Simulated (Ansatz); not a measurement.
## Si: optical spectrum with revPBE+D4

The system is Si.

```
Si
1.0
     0.00000    2.72185    2.72185
     2.72185    0.00000    2.72185
     2.72185    2.72185    0.00000
Si
2
Cartesian
  2.6194 2.6808 2.7830
  4.0834 4.0204 4.2116
```

The cell isn't the ideal one: atoms moved at random, drawn with an rms of 0.15 Å.

```yaml
Program: Ansatz 0.2.0
Task: optical spectrum
Functional: revPBE
Dispersion: D4
Potentials_or_basis: all-electron LAPW, scalar-relativistic
Cutoff: 278 eV (chosen from the basis error)
Basis_error_allowed: 0.0005 eV/atom
k_mesh: 8 × 8 × 8
Occupations: gaussian, width 0.1 eV
Spin: collinear spin, ferrimagnetic start, moments held on the sites
Starting_moments: "[0.5, -0.25] μB"
Optics_k_mesh: 8 × 8 × 8
Broadening: 0.15 eV
Moments_locked: each atom's moment, at its start value
```

```json
{"Band gap on the k mesh": "none (metal or under the smearing width)", "Net moment": "0.07 μB per cell", "Absolute moment": "1.33 μB per cell", "Site moments": "Si +0.50, -0.25 μB"}
```

Levels at points of the mesh, in eV from the Fermi level:
Spin up:
| k point | band 9 | band 10 | band 11 | band 12 | band 13 | band 14 | band 15 | band 16 | band 17 |
| --- | --- | --- | --- | --- | --- | --- | --- | --- | --- |
| (0.00, 0.00, 0.00) | -13.31 | -2.28 | -1.59 | -1.22 | 1.37 | 1.44 | 1.53 | 1.98 | 6.73 |
| (0.00, 0.00, -0.50) | -11.26 | -8.05 | -3.05 | -2.32 | 0.26 | 1.99 | 2.95 | 7.17 | 9.09 |
| (0.00, -0.50, 0.00) | -11.06 | -8.50 | -2.76 | -2.44 | 0.46 | 2.43 | 2.85 | 7.38 | 8.83 |
| (0.00, -0.50, -0.50) | -10.17 | -8.41 | -4.33 | -3.96 | -0.33 | 0.24 | 8.46 | 8.60 | 9.69 |
| (-0.50, 0.00, 0.00) | -11.33 | -7.88 | -3.11 | -2.36 | 0.20 | 1.95 | 2.86 | 7.11 | 9.21 |
| (-0.50, 0.00, -0.50) | -10.12 | -8.50 | -4.12 | -4.10 | -0.17 | 0.05 | 8.52 | 8.61 | 9.55 |
| (-0.50, -0.50, 0.00) | -10.14 | -8.46 | -4.24 | -4.01 | -0.25 | 0.15 | 8.50 | 8.60 | 9.60 |
| (-0.50, -0.50, -0.50) | -11.41 | -7.67 | -3.09 | -2.51 | 0.13 | 1.97 | 2.68 | 7.03 | 9.35 |
Spin down:
| k point | band 9 | band 10 | band 11 | band 12 | band 13 | band 14 | band 15 | band 16 | band 17 |
| --- | --- | --- | --- | --- | --- | --- | --- | --- | --- |
| (0.00, 0.00, 0.00) | -11.64 | -0.20 | 0.34 | 0.64 | 2.83 | 2.93 | 3.25 | 4.36 | 7.69 |
| (0.00, 0.00, -0.50) | -9.31 | -6.62 | -1.15 | -0.56 | 2.11 | 3.13 | 3.84 | 7.49 | 10.44 |
| (0.00, -0.50, 0.00) | -9.16 | -6.92 | -0.93 | -0.67 | 2.18 | 3.46 | 3.78 | 7.61 | 10.19 |
| (0.00, -0.50, -0.50) | -8.13 | -6.59 | -2.74 | -2.48 | 0.57 | 0.95 | 10.70 | 10.72 | 11.22 |
| (-0.50, 0.00, 0.00) | -9.36 | -6.51 | -1.19 | -0.59 | 2.10 | 3.09 | 3.77 | 7.45 | 10.55 |
| (-0.50, 0.00, -0.50) | -8.10 | -6.65 | -2.59 | -2.58 | 0.66 | 0.84 | 10.70 | 10.75 | 11.10 |
| (-0.50, -0.50, 0.00) | -8.11 | -6.62 | -2.68 | -2.52 | 0.61 | 0.89 | 10.71 | 10.73 | 11.15 |
| (-0.50, -0.50, -0.50) | -9.42 | -6.36 | -1.17 | -0.71 | 2.09 | 3.10 | 3.62 | 7.40 | 10.68 |

Dielectric function (mean over the directions given):
```tsv
energy (eV)	real part	imaginary part
0.30	14.68	3.98
1.00	12.87	0.18
1.70	14.97	0.19
2.40	23.80	0.80
3.10	30.62	11.08
3.90	-7.48	25.10
4.60	-4.15	8.92
5.30	-1.46	17.39
6.00	-11.21	7.49
6.70	-6.50	2.60
7.50	-4.19	1.93
8.20	-2.28	2.35
8.90	-2.87	1.27
9.60	-2.75	1.28
10.30	-1.47	0.61
11.10	-1.33	0.70
11.80	-1.14	0.49
12.50	-0.84	0.34
13.20	-0.53	0.25
14.00	-0.35	0.26
```

Run time: 12 min on 1 thread of AMD EPYC 7R43 64-Core Processor (Zen 3), on a shared host, peak memory 1 GiB.

Caveat: local fields are left out; each atom's moment is held at its typed value, so this isn't a free magnetic state; spectra need much finer meshes, so this one isn't converged; independent-particle spectra lack excitons; the intraband (Drude) part of a metal's response may be missing.
